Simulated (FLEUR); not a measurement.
# Ti (Fm-3m) in FLEUR: further runs

Aim: see how the results for Ti move with the level of theory and the settings. Levels: revPBE, PW91, PW91+U. Tasks: density of states, band structure, equation of state.

All numbers are computed with FLEUR MaX-R8.1 (later development tree); they aren't measurements. Logs are shortened: lines on timing, memory, paths and dates and some standing lists are left out, and cuts for length are marked.

### 1 The crystal as given

Symmetry: Fm-3m, No. 225, cubic system. The conventional cell has a = 4.060 Å, b = 4.060 Å, c = 4.060 Å, α = 90.00°, β = 90.00°, γ = 90.00°. Ti (site symmetry m-3m) has 12 Ti at 2.87 Å as nearest neighbours.

This isn't the form of Ti at room conditions, which is hcp.

### 2 Density of states, revPBE, collinear spin, ferromagnetic start

File inp.xml:

```xml
<?xml version="1.0" encoding="UTF-8" standalone="no"?>
<fleurInput fleurInputVersion="0.39">
   <comment>
      Ti                                                                                                  
   </comment>
   <calculationSetup>
      <cutoffs Kmax="5.0" Gmax="25.0" GmaxXC="25.0" numbands="0"/>
      <scfLoop itmax="60" minDistance="0.00001" maxIterBroyd="15" imix="Anderson" alpha="0.05" precondParam="0.0" spinf="2.0" sdNocoIR="T"/>
      <coreElectrons ctail="T" frcor="F" kcrel="0" coretail_lmax="0"/>
      <xcFunctional name="rpbe" relativisticCorrections="F"/>
      <magnetism jspins="2" fixed_moment="0.75"/>
      <soc l_soc="F" theta="0.0" phi="0.0" spav="F"/>
      <expertModes spex="0" secvar="F"/>
      <geometryOptimization l_f="F" forcealpha="1.0" forcemix="BFGS" epsdisp="0.00001" epsforce="0.00001"/>
      <ldaU l_linMix="F" mixParam="0.05" spinf="1.0"/>
   </calculationSetup>
   <cell>
      <bzIntegration valenceElectrons="12.0" mode="hist" fermiSmearingEnergy="0.00183747">
         <kPointListSelection listName="default-1"/>
         <!-- k-points included here -->
         <xi:include xmlns:xi="http://www.w3.org/2001/XInclude" href="kpts.xml"> </xi:include>
      </bzIntegration>
      <!-- symmetry operations included here -->
      <xi:include xmlns:xi="http://www.w3.org/2001/XInclude" href="sym.xml"> </xi:include>
      <bulkLattice scale="1.0">
         <bravaisMatrix>
            <row-1>    0.0000000000000000     3.8361440329379994     3.8361440329379994</row-1>
            <row-2>    3.8361440329379994     0.0000000000000000     3.8361440329379994</row-2>
            <row-3>    3.8361440329379994     3.8361440329379994     0.0000000000000000</row-3>
         </bravaisMatrix>
      </bulkLattice>
   </cell>
   <atomSpecies>
      <species name="Titanium (1.000" element="Ti" atomicNumber="22">
         <mtSphere radius="2.51" gridPoints="829" logIncrement="0.015"/>
         <atomicCutoffs lmax="13" lnonsphr="8"/>
         <electronConfig flipSpins="F">
            <coreConfig>(1s1/2) (2s1/2) (2p1/2) (2p3/2)</coreConfig>
            <valenceConfig>(3s1/2) (3p1/2) (3p3/2) (4s1/2) (3d3/2) (3d5/2)</valenceConfig>
            <stateOccupation state="(3d3/2)" spinUp="0.4" spinDown="0.4"/>
            <stateOccupation state="(3d5/2)" spinUp="1.1" spinDown="0.1"/>
         </electronConfig>
         <energyParameters s="4" p="4" d="3" f="4"/>
         <lo type="SCLO" l="0" n="3" eDeriv="0"/>
         <lo type="SCLO" l="1" n="3" eDeriv="0"/>
         <lo type="SCLO" l="1" n="3" eDeriv="1"/>
         <lo type="SCLO" l="2" n="3" eDeriv="2"/>
         <lo type="SCLO" l="3" n="4" eDeriv="2"/>
      </species>
   </atomSpecies>
   <atomGroups>
      <atomGroup species="Titanium (1.000">
         <relPos label="                   1">.0000000000 .0000000000 .0000000000</relPos>
         <force calculate="T" relaxXYZ="TTT"/>
      </atomGroup>
   </atomGroups>
   <output dos="F" band="F" slice="F">
      <checks vchk="F" cdinf="F"/>
      <bandDOS minEnergy="-.5*Htr" maxEnergy="0.5*Htr" sigma="0.015" storeEVData="T"/>
      <vacuumDOS vacdos="F" integ="F" star="F" nstars="0" locx1="0.0" locy1="0.0" locx2="0.0" locy2="0.0" nstm="0" tworkf="0.0"/>
      <unfoldingBand unfoldBand="F" supercellX="1" supercellY="1" supercellZ="1"/>
      <plotting iplot="0" polar="F">
         <plot TwoD="T" vec1="  1.0  0.0  0.0" vec2="  0.0  1.0  0.0" vec3="  0.0  0.0  1.0" zero="  0.0  0.0  0.0" file="plot"/>
      </plotting>
      <chargeDensitySlicing numkpt="0" minEigenval="0.0" maxEigenval="0.0" nnne="0" pallst="F"/>
      <specialOutput eonly="F"/>
      <moessbauerParams electricFieldGradient="T" isomerShift="T" coreHyperfine="T" valenceHyperfine="T"/>
      <magneticCircularDichroism mcd="F" energyLo="-10.0" energyUp="0.0"/>
   </output>
  <!-- We include the file relax.xml here to enable relaxations (see documentation) -->
  <xi:include xmlns:xi="http://www.w3.org/2001/XInclude" href="relax.xml"> <xi:fallback/> </xi:include>
</fleurInput>
```

File crystal.txt:

```
Ti
&input cartesian=F /
0.0000000000  2.0300000000  2.0300000000
2.0300000000  0.0000000000  2.0300000000
2.0300000000  2.0300000000  0.0000000000
1.8897261246
1.0 1.0 1.0

1
22 0.0000000000  0.0000000000  0.0000000000 : 1.000

&kpt div1=11 div2=11 div3=11 gamma=T /
```

File inp.xml (dos):

```
<?xml version="1.0" encoding="UTF-8" standalone="no"?>
<fleurInput fleurInputVersion="0.39">
   <comment>
      Ti                                                                                                  
   </comment>
   <calculationSetup>
      <cutoffs Kmax="5.0" Gmax="25.0" GmaxXC="25.0" numbands="0"/>
      <scfLoop itmax="60" minDistance="0.00001" maxIterBroyd="15" imix="Anderson" alpha="0.05" precondParam="0.0" spinf="2.0" sdNocoIR="T"/>
      <coreElectrons ctail="T" frcor="F" kcrel="0" coretail_lmax="0"/>
      <xcFunctional name="rpbe" relativisticCorrections="F"/>
      <magnetism jspins="2" fixed_moment="0.75"/>
      <soc l_soc="F" theta="0.0" phi="0.0" spav="F"/>
      <expertModes spex="0" secvar="F"/>
      <geometryOptimization l_f="F" forcealpha="1.0" forcemix="BFGS" epsdisp="0.00001" epsforce="0.00001"/>
      <ldaU l_linMix="F" mixParam="0.05" spinf="1.0"/>
   </calculationSetup>
   <cell>
      <bzIntegration valenceElectrons="12.0" mode="hist" fermiSmearingEnergy="0.00183747">
         <kPointListSelection listName="default-1"/>
         <!-- k-points included here -->
         <xi:include xmlns:xi="http://www.w3.org/2001/XInclude" href="kpts.xml"> </xi:include>
      </bzIntegration>
      <!-- symmetry operations included here -->
      <xi:include xmlns:xi="http://www.w3.org/2001/XInclude" href="sym.xml"> </xi:include>
      <bulkLattice scale="1.0">
         <bravaisMatrix>
            <row-1>    0.0000000000000000     3.8361440329379994     3.8361440329379994</row-1>
            <row-2>    3.8361440329379994     0.0000000000000000     3.8361440329379994</row-2>
            <row-3>    3.8361440329379994     3.8361440329379994     0.0000000000000000</row-3>
         </bravaisMatrix>
      </bulkLattice>
   </cell>
   <atomSpecies>
      <species name="Titanium (1.000" element="Ti" atomicNumber="22">
         <mtSphere radius="2.51" gridPoints="829" logIncrement="0.015"/>
         <atomicCutoffs lmax="13" lnonsphr="8"/>
         <electronConfig flipSpins="F">
            <coreConfig>(1s1/2) (2s1/2) (2p1/2) (2p3/2)</coreConfig>
            <valenceConfig>(3s1/2) (3p1/2) (3p3/2) (4s1/2) (3d3/2) (3d5/2)</valenceConfig>
            <stateOccupation state="(3d3/2)" spinUp="0.4" spinDown="0.4"/>
            <stateOccupation state="(3d5/2)" spinUp="1.1" spinDown="0.1"/>
         </electronConfig>
         <energyParameters s="4" p="4" d="3" f="4"/>
         <lo type="SCLO" l="0" n="3" eDeriv="0"/>
         <lo type="SCLO" l="1" n="3" eDeriv="0"/>
         <lo type="SCLO" l="1" n="3" eDeriv="1"/>
         <lo type="SCLO" l="2" n="3" eDeriv="2"/>
         <lo type="SCLO" l="3" n="4" eDeriv="2"/>
      </species>
   </atomSpecies>
   <atomGroups>
      <atomGroup species="Titanium (1.000">
         <relPos label="                   1">.0000000000 .0000000000 .0000000000</relPos>
         <force calculate="T" relaxXYZ="TTT"/>
      </atomGroup>
   </atomGroups>
   <output dos="T" band="F" slice="F">
      <checks vchk="F" cdinf="F"/>
      <bandDOS minEnergy="-0.8*Htr" maxEnergy="0.5*Htr" sigma="0.005" storeEVData="T"/>
      <vacuumDOS vacdos="F" integ="F" star="F" nstars="0" locx1="0.0" locy1="0.0" locx2="0.0" locy2="0.0" nstm="0" tworkf="0.0"/>
      <unfoldingBand unfoldBand="F" supercellX="1" supercellY="1" supercellZ="1"/>
      <plotting iplot="0" polar="F">
         <plot TwoD="T" vec1="  1.0  0.0  0.0" vec2="  0.0  1.0  0.0" vec3="  0.0  0.0  1.0" zero="  0.0  0.0  0.0" file="plot"/>
      </plotting>
      <chargeDensitySlicing numkpt="0" minEigenval="0.0" maxEigenval="0.0" nnne="0" pallst="F"/>
      <specialOutput eonly="F"/>
      <moessbauerParams electricFieldGradient="T" isomerShift="T" coreHyperfine="T" valenceHyperfine="T"/>
      <magneticCircularDichroism mcd="F" energyLo="-10.0" energyUp="0.0"/>
   </output>
  <!-- We include the file relax.xml here to enable relaxations (see documentation) -->
  <xi:include xmlns:xi="http://www.w3.org/2001/XInclude" href="relax.xml"> <xi:fallback/> </xi:include>
</fleurInput>
```

Potentials or basis: all-electron, FLAPW.

Launch:

```
inpgen -f crystal.txt -profile precise
# inp.xml edited to the form shown
fleur_MPI
fleur_MPI   # second run, on inp.xml (dos)
```

Output:

```text
Welcome to FLEUR        (www.flapw.de)
      MaX-Release 8.1          (www.max-centre.eu)

 ========== k-point set info ==========
 Selected k-point list: default-1
 k-point list type: mesh
 11 x 11 x 11
 Number of k points: 56

 ------------Calculation Setup---------------------------
 Number of MPI-tasks      :            1
 Number of PE/node        :            1
 Number of OMP-threads    :            1
 Most efficient MPI parallelization for:
           1           2           4           7           8          14          28          56
 Additional eigenvalue parallelization possible
 Number of basis functions:          294
 Approximate size of matrices (H+S) per k-point:         0.001 GB
 --------------------------------------------------------
 Iteration:     1   Distance:       8.14621289 me/bohr^3
 Iteration:     2   Distance:       7.71821934 me/bohr^3
 Iteration:     3   Distance:       3.47860862 me/bohr^3
 Iteration:     4   Distance:       2.16737593 me/bohr^3
 Iteration:     5   Distance:       0.77853512 me/bohr^3
 Iteration:     6   Distance:       0.27426494 me/bohr^3
 Iteration:     7   Distance:       0.09853225 me/bohr^3
 Iteration:     8   Distance:       0.01974403 me/bohr^3
 Iteration:     9   Distance:       0.00737121 me/bohr^3
 Iteration:    10   Distance:       0.00275490 me/bohr^3
 Iteration:    11   Distance:       0.00295920 me/bohr^3
 Iteration:    12   Distance:       0.00030445 me/bohr^3
 Iteration:    13   Distance:       0.00010867 me/bohr^3
 Iteration:    14   Distance:       0.00002848 me/bohr^3
 Iteration:    15   Distance:       0.00000893 me/bohr^3

 ********************************************************************
 Run finished successfully
 Stop message:
   all done
 ********************************************************************
```

output (dos):

```text
Welcome to FLEUR        (www.flapw.de)
      MaX-Release 8.1          (www.max-centre.eu)

 ========== k-point set info ==========
 Selected k-point list: default-1
 k-point list type: mesh
 11 x 11 x 11
 Number of k points: 56

 ------------Calculation Setup---------------------------
 Number of MPI-tasks      :            1
 Number of PE/node        :            1
 Number of OMP-threads    :            1
 Most efficient MPI parallelization for:
           1           2           4           7           8          14          28          56
 Additional eigenvalue parallelization possible
 Number of basis functions:          294
 Approximate size of matrices (H+S) per k-point:         0.001 GB
 --------------------------------------------------------
Local.1               Total                INT                  Sym                  MT:1s                MT:1p                MT:1d                MT:1f
 done:Local.1
Local.2               Total                INT                  Sym                  MT:1s                MT:1p                MT:1d                MT:1f
 done:Local.2

 Note: DOS data (together with different weights) is also stored in the banddos.hdf file.
       A convenient way of extracting and plotting the data from that file is by making use of the

 ********************************************************************
 Run finished successfully
 Stop message:
   Charge density postprocessing done.
 ********************************************************************
```

out.xml (last iteration):

```text
<iteration numberForCurrentRun="   15" overallNumber="   15">
         <energyParameters units="Htr">
            <atomicEP atomType="1" spin="1" branch="4s" branchLowest="-1.68" branchHighest="1.99" value="0.2725551785"/>
            <atomicEP atomType="1" spin="1" branch="4p" branchLowest="-0.78" branchHighest="2.47" value="0.3831340132"/>
            <atomicEP atomType="1" spin="1" branch="3d" branchLowest="-9.99" branchHighest="0.62" value="0.3965290519"/>
            <atomicEP atomType="1" spin="1" branch="4f" branchLowest="-9.99" branchHighest="2.95" value="0.6667365728"/>
            <loAtomicEP atomType="1" spin="1" branch="3s" branchLowest="-19.12" branchHighest="-1.68" value="-1.6954744741"/>
            <loAtomicEP atomType="1" spin="1" branch="3p" branchLowest="-15.71" branchHighest="-0.78" value="-0.8225681074"/>
            <loAtomicEP atomType="1" spin="1" branch="3p" branchLowest="-15.71" branchHighest="-0.78" value="-0.8225681074"/>
            <loAtomicEP atomType="1" spin="1" branch="3d" branchLowest="-9.99" branchHighest="0.62" value="0.3961688362"/>
            <loAtomicEP atomType="1" spin="1" branch="4f" branchLowest="-9.99" branchHighest="2.95" value="0.6667393420"/>
            <atomicEP atomType="1" spin="2" branch="4s" branchLowest="-1.66" branchHighest="2.01" value="0.3001137160"/>
            <atomicEP atomType="1" spin="2" branch="4p" branchLowest="-0.76" branchHighest="2.48" value="0.4112106093"/>
            <atomicEP atomType="1" spin="2" branch="3d" branchLowest="-9.99" branchHighest="0.63" value="0.4183985698"/>
            <atomicEP atomType="1" spin="2" branch="4f" branchLowest="-9.99" branchHighest="2.97" value="0.6952951703"/>
            <loAtomicEP atomType="1" spin="2" branch="3s" branchLowest="-19.12" branchHighest="-1.66" value="-1.6791919729"/>
            <loAtomicEP atomType="1" spin="2" branch="3p" branchLowest="-15.70" branchHighest="-0.76" value="-0.8060508436"/>
            <loAtomicEP atomType="1" spin="2" branch="3p" branchLowest="-15.70" branchHighest="-0.76" value="-0.8060508436"/>
            <loAtomicEP atomType="1" spin="2" branch="3d" branchLowest="-9.99" branchHighest="0.63" value="0.4180205536"/>
            <loAtomicEP atomType="1" spin="2" branch="4f" branchLowest="-9.99" branchHighest="2.97" value="0.6952978461"/>
         </energyParameters>
         <eigenvalues>
            <eigenvaluesAt spin="1" ikpt="1" k_x="0.00000000" k_y="0.00000000" k_z="0.00000000">
                      -1.7007255165       -0.8108435947       -0.8108435947       -0.8108435947        0.1529059489
                       0.4136410808        0.4136410808        0.4136410808        0.4812505519        0.4812505519
            </eigenvaluesAt>
            <eigenvaluesAt spin="1" ikpt="2" k_x="0.00000000" k_y="0.00000000" k_z="0.09090909">
                      -1.7003139771       -0.8131415828       -0.8111289120       -0.8111289120        0.1629845125
                       0.4072767239        0.4172438818        0.4172438818        0.4789579262        0.4789579262
            </eigenvaluesAt>
[... 46 lines left out ...]
         </magneticMomentsInMTSpheres>
         <orbitalMomentsInMTSpheres units="muBohr">
            <globalMagMoment atomType="1" vec="0.00000   0.00000   0.00000"/>
            <localMagMoment atomType="1" vec="0.00000   0.00000   0.00000"/>
         </orbitalMomentsInMTSpheres>
         <moessbauerParams unitsHFF="kG" unitsIS="e/bohr^3" unitsEFG="Htr/bohr^2">
            <coreIsomerShift atomType="1" isTotal="8428.59239">
               <shell n="1" l="0" isomerShift="7743.68547"/>
               <shell n="2" l="0" isomerShift="682.37428"/>
               <shell n="2" l="1" isomerShift="2.53264"/>
            </coreIsomerShift>
            <isomerShift atomType="1" nucleusRadius="0.0000858" averageDensity="8526.22927"/>
            <electricFieldGradient atomType="1" VXX="0.00000" VYY="0.00000" VZZ="0.00000" asymParam="0.00000">
            </electricFieldGradient>
         </moessbauerParams>
         <totalEnergy                                    value="     -853.9279667912" units="Htr">
            <sumOfEigenvalues                            value="     -496.0191675929">
               <coreElectrons value="-489.0818710659"/>
               <valenceElectrons value="-6.9372965270"/>
            </sumOfEigenvalues>
            <densityCoulombPotentialIntegral value="-1303.5508910878"/>
            <densityEffectivePotentialIntegral value="-1358.2626873790"/>
            <chargeDenXCDenIntegral value="-42.3281647786"/>
            <FockExchangeEnergyValence value="0.0000000000"/>
            <FockExchangeEnergyCore value="0.0000000000"/>
            <atomTypeDependentContributions atomType="1">
               <electronNucleiInteractionDifferentMTs value="1012.3952302814"/>
               <MadelungTerm value="-9.6726459733"/>
            </atomTypeDependentContributions>
            <tkbTimesEntropy value="0.0004625162"/>
            <freeEnergy value="-853.9284293074"/>
            <extrapolationTo0K value="-853.9281980493"/>
         </totalEnergy>
         <densityConvergence units="me/bohr^3">
            <chargeDensity spin="1" distance="0.0000071417"/>
            <chargeDensity spin="2" distance="0.0000030754"/>
            <overallChargeDensity distance="0.0000064239"/>
            <spinDensity distance="0.0000089250"/>
         </densityConvergence>
      </iteration>
```

Wall time 82 s (1 thread of Arm Neoverse N1, shared host); peak memory 0.09 GiB.

Results:

```yaml
Free_energy: -23236.5763 eV
Net_moment: 0.75 μB per cell
Site_moments: Ti +0.57 μB
Valence_electrons_inside_the_program's_atomic_spheres: Ti 10.67 (radii Ti 2.51 bohr)
```

Caveat: the total moment is fixed, so each spin has its own Fermi level.

(Part 1 of 2 ends here.)
